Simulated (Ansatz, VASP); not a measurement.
## CdSe in VASP and in Ansatz

```
CELL_PARAMETERS angstrom
0.00000 2.85467 2.85467
2.85467 0.00000 2.85467
2.85467 2.85467 0.00000
ATOMIC_POSITIONS crystal
Cd 0.00000 0.00000 0.00000
Se 0.50000 0.50000 0.50000
```

Change from the starting cell: volume scaled by 0.98.

Alike in both runs: task single point; functional PBE; k mesh 8 × 8 × 8; occupations fermi-dirac, width 0.05 eV; no spin polarisation.

```csv
,VASP,Ansatz
version,VASP 6.6.1,Ansatz 0.2.0
potentials or method,"VASP PAW PBE potentials, release 64 (Cd, Se)",Ansatz PAW
plane-wave cutoff (eV),520,420
valence electrons in the cell,18,36
```

```tsv
	VASP	Ansatz	Ansatz less VASP
gap on the k mesh at the Fermi level (eV)	none	none	-
pressure (GPa)	1.3	0.9	-0.36
```

A gap of «none» marks a metal or a gap that the smearing closes. The two sets of potentials don't hold the same shells in valence.
